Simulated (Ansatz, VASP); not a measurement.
**BN in VASP and in Ansatz**

```
N B
1.0
     0.00000    3.51846    2.18044
     1.25992    0.00000    2.18044
     1.25992    3.51846    0.00000
N B
1 1
Cartesian
  1.2599 3.5185 2.9072
  1.2599 3.5185 0.0002
```

Change from the starting cell: volume scaled by 1.02.

Alike in both runs: task single point; functional PBE; k mesh 13 × 13 × 13; occupations fermi-dirac, width 0.05 eV; no spin polarisation.

```csv
,VASP,Ansatz
version,VASP 6.6.1,Ansatz 0.2.0
potentials or method,"VASP PAW PBE potentials, release 64 (N, B), cutoff 520 eV","all-electron LAPW, scalar-relativistic"
```

|  | VASP | Ansatz | Ansatz less VASP |
| --- | --- | --- | --- |
| gap on the k mesh at the Fermi level (eV) | 3.88 | 3.88 | +0.001 |
| least direct gap on the mesh (eV) | 4.60 | 4.60 | -0.001 |
| pressure (GPa) | -1.2 | -1.3 | -0.10 |
| largest component of the traceless stress (GPa) | 2.68 | 2.91 | +0.235 |
| rms of the force components (eV/Å) | 0.005 | 0.005 | -0.0001 |

Atom by atom the forces differ by 0.000 eV/Å (rms over components). Ansatz ran all-electron here, so the differences hold the error of VASP's frozen core and of both bases.

Caveats: an odd mesh through Γ misses points on the zone boundary, where band edges often lie.
